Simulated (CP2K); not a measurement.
# Hf under changes of volume

One of the cells (21.882 Å³/atom); the others are scaled copies at fixed shape and fractional positions:

```
Hf
1.0
     3.13955    0.00000    0.00000
     1.56978    2.71893    0.00000
     1.56978    0.90631    2.56344
Hf
1
Direct
  0.00000 0.00000 0.00000
```

This isn't the form of Hf at room conditions, which is hcp.

```yaml
Program: CP2K 2026.2
Functional: r2SCAN
Potentials_or_basis: POTENTIAL_UZH Hf GTH-SCAN-q12; TZVP-MOLOPT-SCAN-GTH basis
Density_cutoff: 9184 eV
k_mesh: 10 × 10 × 10
Occupations: fermi-dirac, width 0.0259 eV
Spin: no spin polarisation
```

```csv
volume (Å³/atom),energy over the lowest point (meV/atom),pressure (GPa)
20.569,17.79,5.8
21.007,5.41,3.2
21.444,0.00,0.8
21.882,0.94,-1.3
22.320,7.32,-3.2
22.757,18.61,-4.9
23.195,?,?
```

Question: What does the run at 23.195 Å³/atom give?

Answer: Energy over the lowest point 34.29 meV/atom; pressure -6.3 GPa.

Worked out: A Birch-Murnaghan fit of order 3 (a polynomial in V^(-2/3)) to the other rows has its minimum at 21.60 Å³/atom with B0 = V·E''(V) = 108 GPa and B' = 5.0. It gives 34.26 meV/atom at 23.195 Å³/atom, against the run's 34.29, and -dE/dV = -6.5 GPa, against -6.3.

Energies are extrapolated to zero smearing.

Caveats: the basis of atomic orbitals isn't converged, which shifts pressures, moduli and gaps.
